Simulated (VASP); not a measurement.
# CdSe (F-43m) in VASP: notebook

The runs below take CdSe through relaxation of cell and atoms, single point, with r2SCAN, TPSS, r2SCAN+D3(BJ).

Everything below comes from runs of VASP 6.6.1. Logs are shortened: lines on timing, memory, paths and dates and some standing lists are left out, and cuts for length are marked.

## (1) Starting point

Symmetry: F-43m, No. 216, cubic system. Conventional cell: a = 6.141 Å, b = 6.141 Å, c = 6.141 Å, α = 90.00°, β = 90.00°, γ = 90.00°. Cd (site symmetry -43m) has 4 Se at 2.66 Å as nearest neighbours. Se (site symmetry -43m) has 4 Cd at 2.66 Å as nearest neighbours.

Measurements of this composition are mostly on another form, of space group No. 186.

## (2) Relaxation of cell and atoms, r2SCAN

The input, INCAR:

```
  PREC = Accurate
  ENCUT = 600
  EDIFF = 1E-6
  ISMEAR = 0
  SIGMA = 0.05
  LREAL = False
  LASPH = True
  NELM = 100
  ALGO = Normal
  ISIF = 3
  LWAVE = False
  LCHARG = False
  METAGGA = R2SCAN
  LMIXTAU = True
  IBRION = 2
  NSW = 40
  EDIFFG = -0.02
```

The input, KPOINTS:

```
Automatic mesh
0
Gamma
  8 8 8
```

The input, POSCAR:

```
CdSe
1.0
    0.0000000000      3.0702711986      3.0702711986
    3.0702711986      0.0000000000      3.0702711986
    3.0702711986      3.0702711986      0.0000000000
Cd Se
1 1
Direct
    0.0000000000      0.0000000000      0.0000000000
    0.2500000000      0.2500000000      0.2500000000
```

Potentials or basis: VASP PAW PBE potentials, release 64 (Cd, Se).

Launch:

```console
$ cat potpaw_PBE.64/Cd/POTCAR potpaw_PBE.64/Se/POTCAR > POTCAR
$ mpirun -np 1 vasp_std > vasp.out
```

OUTCAR:

```text
PREC = Accurate
   ENCUT = 600
   EDIFF = 1E-6
   ISMEAR = 0
   LREAL = False
   LASPH = True
   NELM = 100
   ISIF = 3
   METAGGA = R2SCAN
   IBRION = 2
   NSW = 40
   EDIFFG = -0.02

 ion  position               nearest neighbor table
   1  0.000  0.000  0.000-   2 2.66   2 2.66   2 2.66   2 2.66
   2  0.250  0.250  0.250-   1 2.66   1 2.66   1 2.66   1 2.66

  LATTYP: Found a face centered cubic cell.
 ALAT       =     6.1405423972

  Lattice vectors:

 A1 = (   0.0000000000,   3.0702711986,   3.0702711986)
 A2 = (   3.0702711986,   0.0000000000,   3.0702711986)
 A3 = (   3.0702711986,   3.0702711986,   0.0000000000)

Analysis of symmetry for initial positions (statically):
=====================================================================
 Subroutine PRICEL returns:
 Original cell was already a primitive cell.

 Routine SETGRP: Setting up the symmetry group for a
 face centered cubic supercell.

 Subroutine GETGRP returns: Found 24 space group operations
 (whereof 24 operations were pure point group operations)
 out of a pool of 48 trial point group operations.

The static configuration has the point symmetry T_d .

Analysis of symmetry for dynamics (positions and initial velocities):
=====================================================================
 Subroutine PRICEL returns:
 Original cell was already a primitive cell.

 Routine SETGRP: Setting up the symmetry group for a
 face centered cubic supercell.

 Subroutine GETGRP returns: Found 24 space group operations
 (whereof 24 operations were pure point group operations)
 out of a pool of 48 trial point group operations.

The dynamic configuration has the point symmetry T_d .

 Subroutine INISYM returns: Found 24 space group operations
 (whereof 24 operations are pure point group operations),
 and found     1 'primitive' translations

----------------------------------------------------------------------------------------

                                     Primitive cell

  volume of cell :      57.8842

  direct lattice vectors                    reciprocal lattice vectors
     0.000000000  3.070271199  3.070271199    -0.162852063  0.162852063  0.162852063
     3.070271199  0.000000000  3.070271199     0.162852063 -0.162852063  0.162852063
     3.070271199  3.070271199  0.000000000     0.162852063  0.162852063 -0.162852063

  length of vectors
     4.342019169  4.342019169  4.342019169     0.282068048  0.282068048  0.282068048

  position of ions in fractional coordinates (direct lattice)
     0.000000000  0.000000000  0.000000000
     0.250000000  0.250000000  0.250000000

  ion indices of the primitive-cell ions
   primitive index   ion index
                 1           1
                 2           2

----------------------------------------------------------------------------------------

 KPOINTS: Automatic mesh

Automatic generation of k-mesh.
 Grid dimensions read from file:
 generate k-points for:    8    8    8

 Generating k-lattice:

  Cartesian coordinates                     Fractional coordinates (reciprocal lattice)
    -0.020356508  0.020356508  0.020356508     0.125000000  0.000000000  0.000000000
     0.020356508 -0.020356508  0.020356508     0.000000000  0.125000000  0.000000000
     0.020356508  0.020356508 -0.020356508     0.000000000  0.000000000  0.125000000

  Length of vectors
     0.035258506  0.035258506  0.035258506

  Shift w.r.t. Gamma in fractional coordinates (k-lattice)
     0.000000000  0.000000000  0.000000000

 Subroutine IBZKPT returns following result:
 ===========================================

 Found     29 irreducible k-points:

 Following reciprocal coordinates:
            Coordinates               Weight
  0.000000  0.000000  0.000000      1.000000
  0.125000  0.000000  0.000000      8.000000
  0.250000  0.000000  0.000000      8.000000
  0.375000  0.000000  0.000000      8.000000
  0.500000  0.000000  0.000000      4.000000
  0.125000  0.125000  0.000000      6.000000
[... 16 lines left out ...]
  0.500000  0.250000  0.125000     48.000000
 -0.375000  0.250000  0.125000     24.000000
 [... further k-points ...]
   k-points           NKPTS =     29   k-points in BZ     NKDIM =     29   number of bands    NBANDS=     13
   number of dos      NEDOS =    301   number of ions     NIONS =      2
   total plane-waves  NPLWV =  46656
   dimension x,y,z NGX =    36 NGY =   36 NGZ =   36
   dimension x,y,z NGXF=    72 NGYF=   72 NGZF=   72
   ions per type =               1   1
   NGX,Y,Z   is equivalent  to a cutoff of  13.78, 13.78, 13.78 a.u.
   NGXF,Y,Z  is equivalent  to a cutoff of  27.57, 27.57, 27.57 a.u.
 SYSTEM =  unknown system
   PREC   = accura    normal or accurate (medium, high low for compatibility)
   ISTART =      0    job   : 0-new  1-cont  2-samecut
   ICHARG =      2    charge: 1-file 2-atom 10-const
   ISPIN  =      1    spin polarized calculation?
   LNONCOLLINEAR =      F non collinear calculations
   LSORBIT =      F    spin-orbit coupling
   LASPH  =      T    aspherical Exc in radial PAW
   ENCUT  =  600.0 eV  44.10 Ry    6.64 a.u.   8.67  8.67  8.67*2*pi/ulx,y,z
   NELM   =    100;   NELMIN=  2; NELMDL= -5     # of ELM steps
   EDIFF  = 0.1E-05   stopping-criterion for ELM
   LREAL  =      F    real-space projection
   EDIFFG = -.2E-01   stopping-criterion for IOM
   NSW    =     40    number of steps for IOM
   IBRION =      2    ionic relax: 0-MD 1-quasi-New 2-CG
   NFREE  =      1    steps in history (QN), initial steepest desc. (CG)
   ISIF   =      3    stress and relaxation
   ISYM   =      2    0-nonsym 1-usesym 2-fastsym
   POTIM  = 0.5000    time-step for ionic-motion
   TEBEG  =    0.0;   TEEND  =   0.0 temperature during run
   PSTRESS=    0.0 pullay stress
   NELECT =      18.0000    total number of electrons
   NUPDOWN=      -1.0000    fix difference up-down
   EMIN   =  10.00;   EMAX   =-10.00  energy-range for DOS
   EFERMI =   0.00;   METHOD = LEGACY
   ISMEAR =     0;   SIGMA  =   0.05  broadening in eV -4-tet -1-fermi 0-gaus
   EFERMI_NEDOS =   21; number of points for ismear=-14 and -15
   IALGO  =     38    algorithm
   IMIX   =      4    mixing-type and parameters
     AMIX     =   0.40;   BMIX     =  1.00
     AMIX_MAG =   1.60;   BMIX_MAG =  1.00
  volume/ion in A,a.u.               =      28.94       195.31
  Fermi-wavevector in a.u.,A,eV,Ry     =   1.109121  2.095935 16.737199  1.230149
  Thomas-Fermi vector in A             =   2.245657
   LORBIT       =      0    0 simple, 1 ext, 2 COOP (PROOUT), +10 PAW based schemes
   METAGGA = R2SCAN    functional components
   LHFCALC =     F    Hartree Fock is set to
   AEXX    =    0.0000 exact exchange contribution
   IVDW    =     0    specifies the selected vdW correction
   LEPSILON=     F    determine dielectric tensor
   LRPA    =     F    only Hartree local field effects (RPA)
 conjugate gradient relaxation of ions
 non-spin polarized calculation
 Gauss-broadening in eV      SIGMA  =   0.05
  energy-cutoff  :      600.00
  volume of cell :       57.88
 maximum number of plane-waves:      1964
   NGX = 17   NGY = 17   NGZ = 17

 number of electron      17.9999997 magnetization

 Free energy of the ion-electron system (eV)
  ---------------------------------------------------
  ext. energy  EPLUGINS =         0.00000000
  ---------------------------------------------------
  free energy    TOTEN  =       -35.91642789 eV

  energy without entropy =      -35.91642789  energy(sigma->0) =      -35.91642789

 E-fermi :   0.6864     XC(G=0):  -9.2915

 val. band max:        0.4193333449   @ k =   0.0000   0.0000   0.0000
 cond. band min:       1.4411640530   @ k =   0.0000   0.0000   0.0000
 fundamental gap:      1.0218307081
 Fermi energy:         0.6863973753

 k-point     1 :       0.0000    0.0000    0.0000
  band No.  band energies     occupation
      1     -12.4386      2.00000
      2      -7.6565      2.00000
      3      -7.6565      2.00000
      4      -7.6565      2.00000
      5      -7.2866      2.00000
      6      -7.2866      2.00000
      7       0.4193      2.00000
      8       0.4193      2.00000
      9       0.4193      2.00000
     10       1.4412      0.00000
     11       6.8914      0.00000
     12       6.8914      0.00000
     13       6.8914      0.00000

 k-point     2 :       0.1250    0.0000    0.0000
  band No.  band energies     occupation
      1     -12.3873      2.00000
      2      -7.6398      2.00000
      3      -7.6398      2.00000
      4      -7.6063      2.00000
      5      -7.2873      2.00000
      6      -7.2873      2.00000
      7      -0.6864      2.00000
      8       0.3005      2.00000
      9       0.3005      2.00000
     10       2.3607      0.00000
     11       6.6321      0.00000
     12       7.0915      0.00000
     13       7.0915      0.00000

 k-point     3 :       0.2500    0.0000    0.0000
  band No.  band energies     occupation
      1     -12.2622      2.00000
      2      -7.6030      2.00000
      3      -7.6030      2.00000
      4      -7.4406      2.00000
      5      -7.2843      2.00000
      6      -7.2843      2.00000
      7      -2.1413      2.00000
      8       0.0360      2.00000
      9       0.0360      2.00000
     10       3.1132      0.00000
     11       6.7888      0.00000
     12       7.3904      0.00000
     13       7.3904      0.00000
[... 305 lines left out ...]
 k-point    23 :       0.5000    0.2500    0.1250
  band No.  band energies     occupation
      1     -12.0694      2.00000
      2      -7.5324      2.00000
      3      -7.5165      2.00000
      4      -7.3278      2.00000
      5      -7.2655      2.00000
      6      -7.0550      2.00000
      7      -3.2236      2.00000
      8      -1.3678      2.00000
      9      -0.6057      2.00000
     10       4.6396      0.00000
     11       6.1765      0.00000
     12       7.2097      0.00000
     13       8.7111      0.00000

 k-point    24 :      -0.3750    0.2500    0.1250
  band No.  band energies     occupation
      1     -12.0280      2.00000
      2      -7.5259      2.00000
      3      -7.5050      2.00000
      4      -7.3041      2.00000
      5      -7.2709      2.00000
      6      -6.9209      2.00000
      7      -3.5852      2.00000
      8      -1.4842      2.00000
      9      -0.7543      2.00000
     10       4.6819      0.00000
     11       6.2397      0.00000
     12       7.7053      0.00000
     13       8.8703      0.00000

 [... further k-points ...]

------------------------ aborting loop because EDIFF is reached ----------------------------------------

  FORCE on cell =-STRESS in cart. coord.  units (eV):
  Direction    XX          YY          ZZ          XY          YZ          ZX
  --------------------------------------------------------------------------------------
  -------------------------------------------------------------------------------------
  Total        0.0040449      0.0040449      0.0040449      0.0000000      0.0000000      0.0000000
  in kB        0.1119574      0.1119574      0.1119574      0.0000000      0.0000000      0.0000000
  external PRESSURE =       0.1119574 kB  Pullay stress =       0.0000000 kB

 VOLUME and BASIS-vectors are now :
 -----------------------------------------------------------------------------
  energy-cutoff  :      600.00
  volume of cell :       57.88
      direct lattice vectors                 reciprocal lattice vectors
     0.000000000  3.070271199  3.070271199    -0.162852063  0.162852063  0.162852063
     3.070271199  0.000000000  3.070271199     0.162852063 -0.162852063  0.162852063
     3.070271199  3.070271199  0.000000000     0.162852063  0.162852063 -0.162852063

 POSITION                                       TOTAL-FORCE (eV/Angst)
 -----------------------------------------------------------------------------------
      0.00000      0.00000      0.00000        -0.000000      0.000000     -0.000000
      1.53514      1.53514      1.53514         0.000000     -0.000000      0.000000
 -----------------------------------------------------------------------------------
    total drift:                               -0.000001     -0.000001     -0.000001

  FREE ENERGIE OF THE ION-ELECTRON SYSTEM (eV)
  ---------------------------------------------------
  free  energy   TOTEN  =       -35.9164278896 eV

  energy  without entropy=      -35.9164278896  energy(sigma->0) =      -35.91642789

 reached required accuracy - stopping structural energy minimisation
```

Run time: 2.3 min. Hardware: 1 thread of Intel Xeon Platinum 8375C at 2.90GHz (Ice Lake), shared host; peak memory 0.23 GiB.

Results:

```
Free energy             : -35.9164 eV
Pressure after relaxing : 0.0 GPa
Band gap on the k mesh  : 1.02 eV, direct
```

Final structure:
```yaml
crystal:
  lattice:
    - [0.00000, 3.07027, 3.07027]
    - [3.07027, 0.00000, 3.07027]
    - [3.07027, 3.07027, 0.00000]
  atoms:
    - { symbol: Cd, position: [0.00000, 0.00000, 0.00000] }
    - { symbol: Se, position: [0.25000, 0.25000, 0.25000] }
```

Levels at points of the mesh, in eV from the valence-band top:
```csv
k point,band 6,band 7,band 8,band 9,band 10,band 11,band 12,band 13
"(0.00, 0.00, 0.00)",-7.71,0.00,0.00,0.00,1.02,6.47,6.47,6.47
"(0.50, 0.00, 0.00)",-7.42,-4.26,-0.72,-0.72,2.82,6.92,6.92,7.73
"(0.50, 0.50, 0.00)",-7.36,-3.95,-1.79,-1.79,3.51,4.13,9.55,10.79
```

Caveat: the relaxation stopped at its first step, so nothing moved; the PAW data sets were made with another functional, which shifts forces and pressure a little.

(Continued in part 2 of 2.)
